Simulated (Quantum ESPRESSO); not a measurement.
# TiTe2 (P-3m1) in Quantum ESPRESSO: notebook, part 3 of 3

Quantum ESPRESSO 7.5.

## 4. Hubbard U by linear response, LDA+U

The input, pw.in:

```
&CONTROL
  calculation = 'scf'
  prefix = 'pwscf'
  outdir = './tmp'
  pseudo_dir = './pseudo'
  tprnfor = .true.
  tstress = .true.
  disk_io = 'low'
/
&SYSTEM
  ibrav = 0
  nat = 3
  ntyp = 2
  ecutwfc = 36
  ecutrho = 216
  nbnd = 22
  occupations = 'smearing'
  smearing = 'mv'
  degauss = 0.00999582
/
&ELECTRONS
  conv_thr = 6d-10
  electron_maxstep = 120
  mixing_beta = 0.3
/
ATOMIC_SPECIES
Ti    47.8670 Ti.LDA_PW-JTH.UPF
Te   127.6000 Te.LDA_PW-JTH.UPF
CELL_PARAMETERS angstrom
   3.7770000000    0.0000000000    0.0000000000
  -1.8885000000    3.2709779501    0.0000000000
   0.0000000000    0.0000000000    6.4980000000
ATOMIC_POSITIONS crystal
Ti     0.0000000000    0.0000000000    0.0000000000
Te     0.3333333333    0.6666666667    0.7372000000
Te     0.6666666667    0.3333333333    0.2628000000
K_POINTS automatic
6 6 4 0 0 0
HUBBARD {ortho-atomic}
U Ti-3d 0.0001
```

The input, scf2.in:

```
&CONTROL
  calculation = 'scf'
  prefix = 'pwscf'
  outdir = './tmp'
  pseudo_dir = './pseudo'
  tprnfor = .true.
  tstress = .true.
  disk_io = 'low'
/
&SYSTEM
  ibrav = 0
  nat = 3
  ntyp = 2
  ecutwfc = 36
  ecutrho = 216
  nbnd = 22
  occupations = 'smearing'
  smearing = 'mv'
  degauss = 0.00999582
/
&ELECTRONS
  conv_thr = 1d-13
  electron_maxstep = 120
  mixing_beta = 0.3
  startingpot = 'file'
  startingwfc = 'file'
/
ATOMIC_SPECIES
Ti    47.8670 Ti.LDA_PW-JTH.UPF
Te   127.6000 Te.LDA_PW-JTH.UPF
CELL_PARAMETERS angstrom
   3.7770000000    0.0000000000    0.0000000000
  -1.8885000000    3.2709779501    0.0000000000
   0.0000000000    0.0000000000    6.4980000000
ATOMIC_POSITIONS crystal
Ti     0.0000000000    0.0000000000    0.0000000000
Te     0.3333333333    0.6666666667    0.7372000000
Te     0.6666666667    0.3333333333    0.2628000000
K_POINTS automatic
6 6 4 0 0 0
HUBBARD {ortho-atomic}
U Ti-3d 0.0001
```

The input, hp.in:

```
&INPUTHP
  prefix = 'pwscf'
  outdir = './tmp'
  nq1 = 2
  nq2 = 2
  nq3 = 2
  conv_thr_chi = 1d-06
  niter_max = 80
  iverbosity = 1
  alpha_mix(1) = 0.15
/
```

Potentials or basis: JTH 2.0 LDA.

Command:

```console
$ OMP_NUM_THREADS=1 pw.x -in pw.in > pw.out
$ OMP_NUM_THREADS=1 pw.x -in scf2.in > scf2.out
$ OMP_NUM_THREADS=1 hp.x -in hp.in > hp.out
```

pw.out:

```text
This program is part of the open-source Quantum ESPRESSO suite
     for quantum simulation of materials; please cite
         "P. Giannozzi et al., J. Phys.:Condens. Matter 21 395502 (2009);
         "P. Giannozzi et al., J. Phys.:Condens. Matter 29 465901 (2017);
         "P. Giannozzi et al., J. Chem. Phys. 152 154105 (2020);
     in publications or presentations arising from this work. More details at

     file Ti.LDA_PW-JTH.UPF: wavefunction(s)  4S 3P 0P 3D 0D renormalized
     file Te.LDA_PW-JTH.UPF: wavefunction(s)  0S 0P renormalized
     Message from routine setup:
     using ibrav=0 with symmetry is DISCOURAGED, use correct ibrav instead

     G-vector sticks info
     --------------------
     sticks:   dense  smooth     PW     G-vecs:    dense   smooth      PW
     Sum         757     511    151                29097    15785    2647

     Using Slab Decomposition

     bravais-lattice index     =            0
     lattice parameter (alat)  =       7.1375  a.u.
     unit-cell volume          =     541.7525 (a.u.)^3
     number of atoms/cell      =            3
     number of atomic types    =            2
     number of electrons       =        24.00
     number of Kohn-Sham states=           22
     kinetic-energy cutoff     =      36.0000  Ry
     charge density cutoff     =     216.0000  Ry
     scf convergence threshold =      6.0E-10
     mixing beta               =       0.3000
     number of iterations used =            8  plain     mixing
     Exchange-correlation= SLA PW NOGX NOGC
                           (   1   4   0   0   0   0   0)
     Hubbard projectors: ortho-atomic
     Hubbard parameters of DFT+U (Dudarev formulation) in eV:
     U(Ti-3d) =  0.0001

     Internal variables: lda_plus_u =T, lda_plus_u_kind = 0

     Internal variables: orbital_resolved =F, hub_pot_fix =F, apply_U = F

     celldm(1)=   7.137496  celldm(2)=   0.000000  celldm(3)=   0.000000
     celldm(4)=   0.000000  celldm(5)=   0.000000  celldm(6)=   0.000000

     crystal axes: (cart. coord. in units of alat)
               a(1) = (   1.000000   0.000000   0.000000 )
               a(2) = (  -0.500000   0.866025   0.000000 )
               a(3) = (   0.000000   0.000000   1.720413 )

     reciprocal axes: (cart. coord. in units 2 pi/alat)
               b(1) = (  1.000000  0.577350 -0.000000 )
               b(2) = (  0.000000  1.154701  0.000000 )
               b(3) = (  0.000000 -0.000000  0.581256 )

     PseudoPot. # 1 for Ti read from file:
     Ti.LDA_PW-JTH.UPF
     Pseudo is Projector augmented-wave + core cor, Zval = 12.0
     Generated using ATOMPAW code
     Shape of augmentation charge: BESSEL
     Using radial grid of 1024 points,  6 beta functions with:
                l(1) =   0
                l(2) =   0
                l(3) =   1
                l(4) =   1
                l(5) =   2
                l(6) =   2
     Q(r) pseudized with 0 coefficients

     PseudoPot. # 2 for Te read from file:
     Te.LDA_PW-JTH.UPF
     Pseudo is Projector augmented-wave + core cor, Zval =  6.0
     Generated using ATOMPAW code
     Shape of augmentation charge: SINC**2
     Using radial grid of 1093 points,  4 beta functions with:
                l(1) =   0
                l(2) =   0
                l(3) =   1
                l(4) =   1
     Q(r) pseudized with 0 coefficients

     atomic species   valence    mass     pseudopotential
     Ti               12.00    47.86700     Ti( 1.00)
     Te                6.00   127.60000     Te( 1.00)

     12 Sym. Ops., with inversion, found

   Cartesian axes

     site n.     atom                  positions (alat units)
         1        Ti     tau(   1) = (   0.0000000   0.0000000   0.0000000  )
         2        Te     tau(   2) = (  -0.0000000   0.5773503   1.2682885  )
         3        Te     tau(   3) = (   0.5000000   0.2886751   0.4521245  )

[... 30 lines left out ...]

     Check: negative core charge=   -0.000016

     Initial potential from superposition of free atoms

     starting charge      23.9966, renormalised to      24.0000

     negative rho (up, down):  9.570E-03 0.000E+00

     STARTING HUBBARD OCCUPATIONS:

     =================== HUBBARD OCCUPATIONS ===================
     ------------------------ ATOM    1 ------------------------
     Tr[ns(  1)] =   3.00000
     eigenvalues:
       0.300  0.300  0.300  0.300  0.300
     eigenvectors (columns):
       1.000  0.000  0.000  0.000  0.000
       0.000  1.000  0.000  0.000  0.000
       0.000  0.000  1.000  0.000  0.000
       0.000  0.000  0.000  1.000  0.000
       0.000  0.000  0.000  0.000  1.000
     occupation matrix ns (before diag.):
       0.300  0.000  0.000  0.000  0.000
       0.000  0.300  0.000  0.000  0.000
       0.000  0.000  0.300  0.000  0.000
       0.000  0.000  0.000  0.300  0.000
       0.000  0.000  0.000  0.000  0.300

     Number of occupied Hubbard levels =    3.0000

     Atomic wfc used for Hubbard projectors are orthogonalized

     Starting wfcs are   34 randomized atomic wfcs

     Self-consistent Calculation

     iteration #  1     ecut=    36.00 Ry     beta= 0.30
     Davidson diagonalization with overlap
     ethr =  1.00E-02,  avg # of iterations =  5.8

     =================== HUBBARD OCCUPATIONS ===================
     ------------------------ ATOM    1 ------------------------
     Tr[ns(  1)] =   1.97694
     eigenvalues:
       0.133  0.133  0.144  0.290  0.290
     eigenvectors (columns):
      -0.000 -0.000 -1.000 -0.000 -0.000
       0.394 -0.338  0.000 -0.806  0.282
      -0.338 -0.394  0.000 -0.282 -0.806
      -0.557 -0.648  0.000  0.172  0.490
       0.648 -0.557  0.000  0.490 -0.172
     occupation matrix ns (before diag.):
[... 55 lines left out ...]
     total energy              =    -882.68326961 Ry
     estimated scf accuracy    <       0.00010385 Ry

     iteration #  7     ecut=    36.00 Ry     beta= 0.30
     Davidson diagonalization with overlap
     c_bands:  1 eigenvalues not converged
     ethr =  4.33E-07,  avg # of iterations =  8.0

     negative rho (up, down):  1.200E-02 0.000E+00

     total energy              =    -882.68333027 Ry
     estimated scf accuracy    <       0.00008488 Ry
[... 55 lines left out ...]
     iteration # 14     ecut=    36.00 Ry     beta= 0.30
     Davidson diagonalization with overlap
     ethr =  2.94E-12,  avg # of iterations =  4.5

     negative rho (up, down):  1.198E-02 0.000E+00

     End of self-consistent calculation

     =================== HUBBARD OCCUPATIONS ===================
     ------------------------ ATOM    1 ------------------------
     Tr[ns(  1)] =   3.24976
     eigenvalues:
       0.250  0.263  0.263  0.425  0.425
     eigenvectors (columns):
       1.000 -0.000 -0.000  0.000  0.000
       0.000 -0.366  0.280 -0.474 -0.750
       0.000  0.280  0.366 -0.750  0.474
       0.000  0.539  0.705  0.390 -0.246
       0.000 -0.705  0.539  0.246  0.390
     occupation matrix ns (before diag.):
       0.250 -0.000 -0.000 -0.000 -0.000
      -0.000  0.390 -0.000  0.000 -0.066
      -0.000 -0.000  0.390 -0.066 -0.000
      -0.000  0.000 -0.066  0.297  0.000
[... 54 lines left out ...]
   -49.1642 -25.7617 -25.7367 -25.6993  -3.3500  -3.2293   3.5664   3.7949
     5.4559   5.8929   6.2849   7.0787   7.7322   9.0096   9.1574  10.2934
    10.3470  12.6580  13.0244  14.4314  15.4636  17.5057

          k = 0.0000-0.5774 0.0000 (  1970 PWs)   bands (ev):

   -49.1634 -25.7725 -25.7393 -25.6969  -3.0165  -2.8327   2.7752   4.0515
     5.0081   5.2950   5.9744   6.6015   7.7064   8.8403   9.1471  10.1199
    11.0712  13.1105  13.3630  13.7977  15.1586  16.2915

          k = 0.0000-0.5774 0.1453 (  1988 PWs)   bands (ev):

   -49.1634 -25.7725 -25.7393 -25.6969  -3.0318  -2.8010   2.7203   3.5596
     5.1324   5.8103   6.0418   6.8830   7.6464   8.8398   9.1406  10.5173
    10.6780  12.1168  12.9780  14.3682  15.0072  15.9723

          k = 0.0000-0.5774-0.2906 (  1984 PWs)   bands (ev):

   -49.1634 -25.7725 -25.7393 -25.6969  -3.0434  -2.7730   2.7098   3.1896
     5.3013   5.7031   6.7498   7.1265   7.4208   8.8388   9.1290  10.3194
    11.2076  11.8473  12.3393  12.9776  15.3149  17.1824

          k = 0.1667 0.2887 0.0000 (  1983 PWs)   bands (ev):
[... 61 lines left out ...]
   -49.1642 -25.7617 -25.7367 -25.6992  -3.6090  -2.9211   3.4083   3.9937
     4.8133   5.8947   7.0399   7.0726   7.5816   8.9449   9.3628   9.9508
    10.5125  12.4405  12.9943  15.4199  16.1855  16.5170

          k =-0.1667 0.4811-0.1453 (  1980 PWs)   bands (ev):

   -49.1634 -25.7669 -25.7449 -25.6970  -3.1178  -2.7312   3.1545   3.7299
     4.9950   5.3275   5.7557   6.3361   8.1984   8.9556   9.1237   9.8031
    10.5405  13.0620  14.0377  14.4296  15.4092  16.2690

     the Fermi energy is     7.6745 ev

!    total energy              =    -882.68332020 Ry
     total all-electron energy =      -882.683320 Ry
     estimated scf accuracy    <          1.2E-10 Ry
     smearing contrib. (-TS)   =      -0.00003679 Ry
     internal energy E=F+TS    =    -882.68328340 Ry

     The total energy is F=E-TS. E is the sum of the following terms:
     one-electron contribution =     -78.12795058 Ry
     hartree contribution      =      46.89309852 Ry
     xc contribution           =     -30.34220380 Ry
     ewald contribution        =     -92.90450077 Ry
     Hubbard energy            =       0.00000782 Ry
     one-center paw contrib.   =    -728.20173459 Ry

     convergence has been achieved in  14 iterations

     negative rho (up, down):  1.198E-02 0.000E+00

     Forces acting on atoms (cartesian axes, Ry/au):

     atom    1 type  1   force =     0.00000000    0.00000000    0.00000000
     atom    2 type  2   force =     0.00000000    0.00000000    0.01364008
     atom    3 type  2   force =    -0.00000000    0.00000000   -0.01364008

     Total force =     0.019290     Total SCF correction =     0.000015

     Computing stress (Cartesian axis) and pressure

     negative rho (up, down):  1.198E-02 0.000E+00
          total   stress  (Ry/bohr**3)                   (kbar)     P=      -40.06
  -0.00026287   0.00000000   0.00000000          -38.67        0.00        0.00
   0.00000000  -0.00026287   0.00000000            0.00      -38.67        0.00
  -0.00000000  -0.00000000  -0.00029121           -0.00       -0.00      -42.84

=------------------------------------------------------------------------------=
   JOB DONE.
=------------------------------------------------------------------------------=
```

It took 8.3 min on 1 thread of Arm Neoverse V2, shared host; peak memory 0.16 GiB.

Results:

```
Free energy                    : -12009.5184 eV
Pressure                       : -4.0 GPa
Largest force                  : 0.351 eV/Å
Band gap on the k mesh         : none (metal or under the smearing width)
Hubbard U from linear response : 3.57 eV
```

Forces in eV/Å, atoms in the order of the input:
```
Ti   0.000  0.000  0.000
Te   0.000  0.000  0.351
Te   0.000  0.000 -0.351
```

Stress tensor (GPa, compression positive):
```
-3.87  0.00  0.00
 0.00 -3.87  0.00
 0.00  0.00 -4.28
```

Levels at points of the mesh, in eV from the Fermi level:
| k point | band 8 | band 9 | band 10 | band 11 | band 12 | band 13 | band 14 | band 15 | band 16 | band 17 |
| --- | --- | --- | --- | --- | --- | --- | --- | --- | --- | --- |
| (0.00, 0.00, 0.00) | -1.63 | -1.63 | 0.35 | 0.42 | 0.42 | 0.60 | 1.10 | 1.10 | 3.08 | 3.08 |
| (0.00, 0.00, -0.50) | -2.64 | -1.56 | -1.56 | 0.41 | 0.41 | 0.78 | 0.78 | 1.02 | 3.53 | 3.53 |
| (0.00, -0.50, 0.00) | -3.62 | -2.67 | -2.38 | -1.70 | -1.07 | 0.03 | 1.17 | 1.47 | 2.45 | 3.40 |
| (0.00, -0.50, -0.50) | -4.48 | -2.37 | -1.97 | -0.92 | -0.55 | -0.25 | 1.16 | 1.45 | 2.64 | 3.53 |

Eigenvalues of the final occupation matrices:
| site | spin | trace | eigenvalues |
| --- | --- | --- | --- |
| Ti 1 3d | each | 1.62 | 0.25 0.26 0.26 0.42 0.42 |

Hubbard U from linear response:
```tsv
site	manifold	U (eV)
1	Ti-3d	3.57
```
On the first site the bare response is -1.377 and the screened one -0.231 eV⁻¹.

Caveat: the k mesh is coarse; the cutoff is low for these files, which shifts pressure and relaxed volume; U without spin polarisation on a metal has little footing; the U is typed as a test and isn't derived for this compound. The run has no spin-orbit coupling, so splittings on Te are missing.

## 5. The runs side by side

| task | level | U | cell | k mesh | smearing | mixing beta | k mesh for the Wannier functions | projections | start of the occupations | hubbard projectors | gap on the mesh (eV) | pressure (GPa) | largest force (eV/Å) |
| --- | --- | --- | --- | --- | --- | --- | --- | --- | --- | --- | --- | --- | --- |
| phonons | LDA | - | relaxed | 8 × 8 × 4 | methfessel-paxton 0.272 eV | 0.5 | - | - | - | - | none | 0.0 | - |
| Wannier functions | LDA | - | as given | 6 × 6 × 3 | fermi-dirac 0.05 eV | 0.5 | 5 × 5 × 2 | Te sp, Ti spd | - | - | none | -4.0 | 0.35 |
| Hubbard U by linear response | LDA+U | Ti d U = 0.0001 eV | as given | 6 × 6 × 4 | cold 0.136 eV | 0.3 | - | - | default | ortho-atomic | none | -4.0 | 0.35 |

Alike in all rows: potentials or basis JTH 2.0 LDA; no spin polarisation; cutoff (eV) 490.

Caveats: the cutoff is low for these files, which shifts pressure and relaxed volume; the mesh is thin for the phonons of a metal (some runs); the layers were relaxed without a dispersion term, so their spacing and the soft interlayer modes are unreliable (some runs); spin-orbit coupling is left out, which moves the levels of the heavy elements (some runs); the Wannier minimisation didn't converge (some runs); U without spin polarisation on a metal has little footing (some runs); the U is typed as a test and isn't derived for this compound (some runs).

Absolute energies hang on the potentials; compare differences alone.
